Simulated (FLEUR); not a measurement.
The system is Ti.

```
Ti
1.0
     0.00000    2.03000    2.03000
     2.03000    0.00000    2.03000
     2.03000    2.03000    0.00000
Ti
1
Cartesian
  0.0000 0.0000 0.0000
```

This isn't the form of Ti at room conditions, which is hcp.

| Quantity | Value |
| --- | --- |
| Program | FLEUR MaX-R8.1 (later development tree) |
| Task | single point |
| Functional | PBEsol |
| Potentials or basis | all-electron |
| Basis | FLAPW |
| Kmax | 4.1 1/bohr |
| k mesh | 11 × 11 × 11 |
| Occupations | fermi-dirac, width 0.05 eV |
| Spin | no spin polarisation |
| Gmax | 12.7 1/bohr |
| Muffin-tin radii | Ti 2.46 bohr |
| lmax | Ti 10 |
| lnonsphr | Ti 10 |
| Local orbitals a species | Ti 5 |
| Max iterations | 60 |
| Mixing factor | 0.05 |
| Mixer | Anderson |
| Mixer history | 15 |

On this cell: band gap on the k mesh none (metal or under the smearing width).

The same run follows on a disturbed copy (cell strained at random at fixed volume):

```xyz
1
Lattice="0.0218 1.9987 2.0313 2.0065 0.0030 2.0501 2.0395 2.0505 -0.0301" Properties=species:S:1:pos:R:3 pbc="T T T"
Ti    0.0208   -0.0177   -0.0242
```

Problem. What changes?

Solution. The energy (extrapolated to zero smearing) moves by +5.8 meV/atom; band gap on the k mesh none (metal or under the smearing width).
